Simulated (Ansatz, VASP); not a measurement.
## Cross-check of ScF3 between VASP and Ansatz

One calculation is typed for both programs; each brings its own data sets and cutoff. How far apart do they land?

Program: Ansatz 0.2.0. Level of theory: plane waves, with VASP 6.6.1 beside it; relaxation of cell and atoms at r2SCAN with rVV10. Results are calculated unless marked as measured.

### Step 1. The starting structure

Symmetry: Pm-3m, No. 221, cubic system. Conventional cell: a = 4.012 Å, b = 4.012 Å, c = 4.012 Å, α = 90.00°, β = 90.00°, γ = 90.00°. Nearest to Sc lie 6 F at 2.01 Å. Nearest to F lie 2 Sc at 2.01 Å. Farther neighbours and most contacts between anions are not listed.

### Step 2. Ansatz: relaxation of cell and atoms, r2SCAN with rVV10

Ansatz runs on its default PAW (the set named soft_2) files.

The relaxed volume is the usual yardstick between codes: its relative difference is about their pressure difference at one cell divided by the bulk modulus.

File input.yaml:

```yaml
crystal:
  lattice:
    - [4.01245, 0.0, 0.0]
    - [0.0, 4.01245, 0.0]
    - [0.0, 0.0, 4.01245]
  atoms:
    - { symbol: Sc, position: [0.0, 0.0, 0.0] }
    - { symbol: F, position: [0.5, 0.0, 0.0] }
    - { symbol: F, position: [0.0, 0.5, 0.0] }
    - { symbol: F, position: [0.0, 0.0, 0.5] }
hamiltonian:
  xc: r2scan
  pseudopotentials: { kind: paw }
  dispersion: rvv10
kpoints:
  mp_grid: { grid: [5, 5, 5] }
scf:
  occupations: { method: fermi_dirac, width: 0.05 }
relax:
  f_tol: 0.01
  max_steps: 60
  cell: { stress_tol: 0.05 }
output:
  forces: true
  stress: true
  write_density: true
  write_potential: true
  elf: true
  volumetric_format: npy
```

Command:

```console
$ ansatz run input.yaml --threads 4 --pin off --max-ram 9216MiB --backend cpu --events-out ev --progress --plain --runs-dir out
```

Numbers of over 12 decimals in the logs are rounded to 6 here.

Log:

```text
Engine: ansatz 0.2.0, aarch64-unknown-linux-gnu
Pseudopotentials: kind: paw
Pseudopotential: Sc, paw, valence charge 11, recommended cutoff 500 eV (meta_gga), Sc.paw.azcp
Pseudopotential: F, paw, valence charge 7, recommended cutoff 500 eV (meta_gga), F.paw.azcp
Functional definition: r2SCAN+rVV10
  parameter k0 = 0.174
  parameter k1 = 0.065
  parameter a1 = 4.9479
  exchange = r2scan_x(k0 = k0, k1 = k1, a1 = a1)
  correlation = r2scan_c + rvv10(11.95, 0.0093)
Crystal: 4 atoms, lattice volume = 64.599 Å³
Basis set: ecut = 500 eV, 1647 PW (Γ), exchange–correlation on 144×144×144 points (64 copies of the dense FFT grid, shifted against one another)
Bands: 20, of which v1, the nominal top of the filled ones, is band 16 counted from 1 (15 counted from 0)
Symmetry: 48 space group operations
Space group: Pm-3m (ITA 221), of the structure as read, at distance tolerance 4.0e-5 Å
k-points: 10 of 125
Non-local potential: Sc, projectors of the file, l = 0: 3, l = 1: 2, l = 2: 3, l = 3: 1
Non-local potential: F, projectors of the file, l = 0: 2, l = 1: 2, l = 2: 1
PAW form: soft (Blöchl's): semilocal exchange-correlation on the pseudo side does not see the compensation charge
rVV10 density: all electrons in the spheres
PAW frozen core: Sc, regenerated for the run's functional (the file was generated under x = pbe(κ = 0.804, μ = 0.219515), c = pbe(β = 0.066725))
PAW frozen core: F, regenerated for the run's functional (the file was generated under x = pbe(κ = 0.804, μ = 0.219515), c = pbe(β = 0.066725))
PAW one-centre angular grid: Sc, 590 points (default); XC on 160 Gauss nodes
PAW one-centre angular grid: F, 302 points (default); XC on 160 Gauss nodes
Initial density: superposition of atomic densities (neutral atoms: chi_scale 0, normalization atom), corrected by the library's trained network
Initial wavefunctions: pseudopotential atomic-orbital guess
Functional: x = r2scan, c = r2scan + rvv10(b = 11.95, C = 0.0093); τ floored in thin density (d = 2e-4 eV/Å³)
SCF iter   1: F=—  HF=-4576.308819 eV  |F-HF|=—  |Δ(HF+E_count)|=         —  Δρ=1.20e-2  dr2=9.42e-2  dr2_τ=1.16e-1  ethr=1.77e-3  ⟨swp⟩=5.6  Hψ=886  notcnv=0
preconditioner: auto → Resta (q_TF=auto, 2.427 Å⁻¹)  ε∞=2.8  [insulator: Δε(μ)=7.621 eV  Ē_g=18.713 eV  σ=0.050 eV  W_gap=1.00  n_scr=18 (ndim 8)  ℏωp=25.3 eV  f_vac=0.292  D(μ)=0.00/eV (n_scr^D=0)  ε∞_Penn≈2.8]
SCF iter   2: F=—  HF=-4576.354402 eV  |F-HF|=—  |Δ(HF+E_count)|=   4.56e-2  Δρ=5.06e-3  dr2=6.07e-3  dr2_τ=2.28e-3  ethr=2.94e-4  ⟨swp⟩=2.4  Hψ=439  notcnv=0
SCF iter   3: F=—  HF=-4576.353411 eV  |F-HF|=—  |Δ(HF+E_count)|=   9.92e-4  Δρ=1.89e-3  dr2=1.34e-3  dr2_τ=2.10e-4  ethr=1.90e-5  ⟨swp⟩=2.8  Hψ=396  notcnv=0
SCF iter   4: F=—  HF=-4576.353194 eV  |F-HF|=—  |Δ(HF+E_count)|=   2.17e-4  Δρ=3.42e-4  dr2=3.06e-5  dr2_τ=1.08e-5  ethr=4.18e-6  ⟨swp⟩=2.0  Hψ=275  notcnv=0
SCF iter   5: F=—  HF=-4576.353206 eV  |F-HF|=—  |Δ(HF+E_count)|=   1.14e-5  Δρ=3.59e-5  dr2=6.46e-7  dr2_τ=1.22e-7  ethr=9.57e-8  ⟨swp⟩=2.0  Hψ=315  notcnv=0
SCF iter   6: F=-4576.353206 eV  HF=-4576.353206 eV  |F-HF|=2.65e-8  |Δ(HF+E_count)|=   5.76e-7  Δρ=8.35e-6  dr2=2.74e-8  dr2_τ=3.24e-9  ethr=3.13e-10  ⟨swp⟩=7.6  Hψ=1149  notcnv=0
SCF 1 converged in 6 iterations: F = -4576.353206 eV  dr2 = 2.74e-8
  greatest PAW one-centre occupation: 0.998 electrons in one spin orbital (limit 2), on the Sc atom at site 0 (counted from 0), in its partial waves of l = 0
relax step   1: F+E_penalty+E_count = -4576.35320623 eV  Δ(F+E_penalty+E_count) = +0.000e0 eV  max|allowed force component| = 1.468e-29 eV/Å  Δτ_max = 0.0000 Å  P = +0.723 GPa  Ω = 64.599 Å³  (6 SCF iters, dr2 threshold 1.00e-7 eV, accepted)
[...]
relax step   2: F+E_penalty+E_count = -4576.35390074 eV  Δ(F+E_penalty+E_count) = -6.945e-4 eV  max|allowed force component| = 2.225e-29 eV/Å  Δτ_max = 0.0000 Å  P = +0.230 GPa  Ω = 64.913 Å³  energy of the carried Pulay correction = -2.370e-4 eV  (5 SCF iters, dr2 threshold 4.00e-7 eV, accepted)
[...]
relax step   3: F+E_penalty+E_count = -4576.35389794 eV  Δ(F+E_penalty+E_count) = +2.797e-6 eV  max|allowed force component| = 2.482e-30 eV/Å  Δτ_max = 0.0000 Å  P = +0.003 GPa  Ω = 65.061 Å³  energy of the carried Pulay correction = -3.481e-4 eV  (5 SCF iters, dr2 threshold 1.33e-7 eV, accepted)
[...]
relax step   4: F+E_penalty+E_count = -4576.35417913 eV  Δ(F+E_penalty+E_count) = -2.812e-4 eV  max|allowed force component| = 6.262e-30 eV/Å  Δτ_max = 0.0000 Å  P = -0.001 GPa  Ω = 65.061 Å³  stress off target by 8.53e-4 GPa  SCF on the basis re-selected at this cell (its energy is not comparable with the rows above)  (6 SCF iters)
basis re-selected at this cell: Δ(F+E_penalty+E_count) = -2.812e-4 eV, ΔP = -0.004 GPa vs the last step (what re-selecting the basis moved, of the pressure what is left beyond the Pulay correction that the steps carried, after the strain that the cell walked since its last selection, with what the two solves' SCF thresholds leave and, on support functions, any second-order correction that the steps lacked; it is no m [...]
SCF converged after 6 iterations
Free energy (F): -4576.354179 eV
Harris-Foulkes:  -4576.354179 eV  (|F-HF|=0.00e0)
Internal energy: -4576.354179 eV  (E = F + TS)
E sigma→0 (E₀):  -4576.354179 eV
Fermi energy:    2.654968 eV
--- Per-component energies (eV) ---
  E_band       = -423.678245
  E_kinetic    = 886.551188
  E_local      = -3379.245045  (includes V_loc(G=0)·N_el)
  E_nonlocal   = 293.626520
  E_hartree    = 1279.222208
  E_xc         = -337.906740
  E_vxc        = -492.383233  (∫ρ·V_xc dr)
  E_paw        = -1571.154440  (= ΣΔE_a)
  E_vpaw       = -326.255552  (= ΣTr[D̂ρ^β])
  E_aug_tail   = 0.001962  (compensation charges beyond the density's cutoff)
  E_vtau       = 35.581488  (kinetic-family band-sum trace: ∫τ·v_τ [+ j·A + Jᵃ·Aᵃ] dr)
  E_ewald      = -1747.117165
  E_core_change = -0.332666  (= ΣΔE_core)
  E_smearing   = -0.000000  (= −TS)
  E_closure    = -0.000000  (closes the sum)
  Σ components = -4576.354179   (vs F -4576.354179, Δ=0.00e0)
--- Forces (eV/Å), atoms counted from 1 ---
  atom   1  Sc    -0.00000000     0.00000000    -0.00000000
  atom   2  F     -0.00000000    -0.00000000    -0.00000000
  atom   3  F      0.00000000    -0.00000000    -0.00000000
  atom   4  F      0.00000000    -0.00000000    -0.00000000
  max |Σ_I F_I| component: 8.61e-30 eV/Å
--- Stress (GPa, compression-positive) ---
       -0.000853       0.000000       0.000000
        0.000000      -0.000853      -0.000000
        0.000000      -0.000000      -0.000853
  P = ⅓ Tr σ = -0.0009 GPa (-0.009 kbar)
--- Band table (eV; the first three rows and the last of 10) ---
  k-point 0: bands = [... 12 lower, -1.4350, -1.3802, -1.3802, -1.3802, 6.1577, 6.1577, 6.1577, 7.5844]
  k-point 1: bands = [... 12 lower, -1.5871, -1.4756, -1.3959, -1.3959, 6.1709, 6.4519, 6.4519, 7.8401]
  k-point 2: bands = [... 12 lower, -1.8973, -1.5401, -1.3930, -1.3930, 6.1924, 6.9288, 6.9288, 7.8545]
  k-point 9: bands = [... 12 lower, -2.9270, -0.9472, -0.9472, -0.9157, 7.5568, 7.5737, 7.5737, 10.3585]
--- Relaxed structure (3 steps of the walk, 3 accepted, 1 SCFs on fresh bases) ---
  F+E_penalty+E_count = -4576.35417913 eV   max|allowed force component| = 6.262e-30 eV/Å   (the final SCF, on the basis selected at the relaxed cell)
  cell:  # Å, volume = 65.0608 Å³
    - [4.021978, 0, 0]
    - [0, 4.021978, 0.0]
    - [0, 0.0, 4.021978]
  atoms:
    - { symbol: Sc, position: [0, 0, 0] }
    - { symbol: F, position: [0.5, 0, 0] }
    - { symbol: F, position: [0, 0.5, 0] }
    - { symbol: F, position: [0, 0, 0.5] }
```

Run time: 5.6 s. Hardware: 4 threads of Arm Neoverse V2, shared host; peak memory 0.55 GiB; 20 s of CPU time.

[end of part 1 of 2]

[Lines on the potential files, build, host, timing and source positions are cut from VASP's logs without a mark.]

[Logs are printed without paths, hosts, clocks, repeated set-up lines and the standing remarks that a program may print on its own settings, such as how far it seeks lower states.]

[Hosts, paths, dates, database ids (printed as entryN), source tags and the programs' standing remarks are cut or masked in the printed files.]
